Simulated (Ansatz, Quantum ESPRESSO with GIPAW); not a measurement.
# SiO2: working out the 17O quadrupolar coupling

A plane-wave PAW calculation (PBEsol, Ansatz) gives this electric field gradient, in 10²¹ V/m² and Cartesian axes, at one O site of SiO2 (atom 6; bridging Si-O-Si, 153°; site symmetry 2):

```
      2.0940       -6.5038        3.0304
     -6.5038        2.0940       -3.0304
      3.0304       -3.0304       -4.1880
```

17O has spin 5/2, Q = -0.02558 barn and |γ|/2π = 5.7742 MHz/T. The cell is the I-4m2 form of a database entry, atoms relaxed, static and at 0 K. 

**Task.** Find C_Q, η_Q and ν_Q, and the shift and width of the central transition under fast MAS at 14.1 T and 20 T.

1. The tensor is symmetric and traceless. Its eigenvalues, ordered by size, are V_xx = -4.4098, V_yy = -5.4916 and V_zz = 9.9014.

2. η_Q = (V_xx − V_yy)/V_zz = 0.109.

3. C_Q = eQV_zz/h. One unit of 10²¹ V/m² with one barn gives 24.18 MHz, so C_Q = 24.18 × −0.02558 × 9.9014 = -6.124 MHz. A spectrum shows its size, not its sign.

4. ν_Q = 3C_Q/[2I(2I−1)] = 0.919 MHz in size, and P_Q = |C_Q|√(1 + η²/3) = 6.136 MHz.

5. The resonances lie at ν0 = 81.42 and 115.48 MHz, so ν_Q/ν0 is 0.011 at most and second order holds. The centre of gravity moves by δ_Q = −(3/40)(P_Q/ν0)² F × 10⁶ ppm, with F = [I(I+1) − 3/4]/[I²(2I−1)²] = 0.08: -34.1 ppm at 14.1 T and -16.9 ppm at 20 T.

6. Summing the second-order term over orientations gives a full width of 75.4 ppm (6.1 kHz) and 37.5 ppm (4.3 kHz). In ppm both fall as 1/B²: (14.1/20)² = 0.497. The spinning rate must pass the static width for this shape to show cleanly.

[Banner, clock, file and message-heading lines were taken out of the pw.x and gipaw.x logs.]

[Logs are printed without paths, hosts, clocks, repeated set-up lines and the standing remarks that a program may print on its own settings, such as how far it seeks lower states.]

[Hosts, paths, dates, database ids (printed as entryN), source tags and the programs' standing remarks are cut or masked in the printed files.]
